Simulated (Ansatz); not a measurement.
The computed numbers are results of PBE, scalar-relativistic (collinear spin) in the plane-wave PAW code Ansatz at 420 eV, Γ-centred 12×12×12 mesh, 0.05 eV Gaussian smearing. The datasets are Ansatz's generated set soft_2.

The calculation on XO, where X is one element, gave:

| Item | Value |
| --- | --- |
| Space group | Fm-3m (No. 225) |
| Conventional cell | a = 5.060 Å, b = 5.060 Å, c = 5.060 Å, α = 90.00°, β = 90.00°, γ = 90.00° |
| Volume | 16.19 Å³/atom |
| Band gap | zero (metallic) |
| Density of states at the Fermi level | about 0.4 states/(eV·atom) |
| Magnetic state | ferromagnetic |
| Site spin moments | X 6.58; O -0.08 μB |
| Spin moment of the cell | 6.96 μB |
| Bader charges | X 1.43; O -1.43 e |
| f electrons (orthogonalised atomic orbitals) | X 6.80 |
| Formation energy from the elements (0 K, uncorrected) | -2.80 eV/atom |
| Bulk modulus (Birch–Murnaghan) | 96 GPa |

Sites: X on 4b, O on 4a.

Q: Which element is X?
A. Gd
B. Eu
C. Pm
D. Sm

A: B. X is Eu, so the compound is EuO.

The start was a prototype's sites filled with these elements; the Crystallography Open Database holds the compound in this structure.

Without a U the 4f levels of Eu lie too near the Fermi level, so their share of the states there, and what hangs on it, is overstated. These numbers lack spin–orbit coupling. The run wasn't fully tested for a lower electronic state. Site moments are of spin, integrated over atomic spheres. The relaxed cell is 5 % smaller in volume than the cell of this structure in the Crystallography Open Database (17.01 Å³/atom, 1963).
